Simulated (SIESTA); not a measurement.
Crystal: BN.

```xyz
2
Lattice="1.2511 0.7223 3.3729 -1.2511 0.7223 3.3729 0.0000 -1.4447 3.3729" Properties=species:S:1:pos:R:3 pbc="T T T"
N     0.0000    0.0000    6.7517
B     0.0000    0.0000    0.0033
```

The cell is a database's computed one.

Base run:

```yaml
Program: SIESTA 5.4.2
Functional: LDA
Potentials_or_basis: PseudoDojo 0.4 standard (LDA files)
Basis: DZP (energy shift 0.003 Ry)
Grid_cutoff: 800 Ry
Energy_shift: 0.003 Ry
k_mesh: 12 × 12 × 12
Occupations: fermi-dirac, width 0.05 eV
Spin: no spin polarisation
```

Its results: band gap on the k mesh 4.09 eV, indirect (least direct gap 4.53 eV); pressure -0.3 GPa; largest force 0.003 eV/Å.

Question: The run is repeated on the same cell with these changes: functional from LDA to PBEsol; potentials or basis from PseudoDojo 0.4 standard (LDA files) to PseudoDojo 0.4 standard (PBEsol files). What comes out?

Answer: Band gap on the k mesh 4.16 eV, indirect (least direct gap 4.59 eV); pressure 5.2 GPa; largest force 0.004 eV/Å.

Caveats: the basis of atomic orbitals isn't converged, which shifts pressures, moduli and gaps.

A k mesh can miss the band edges.
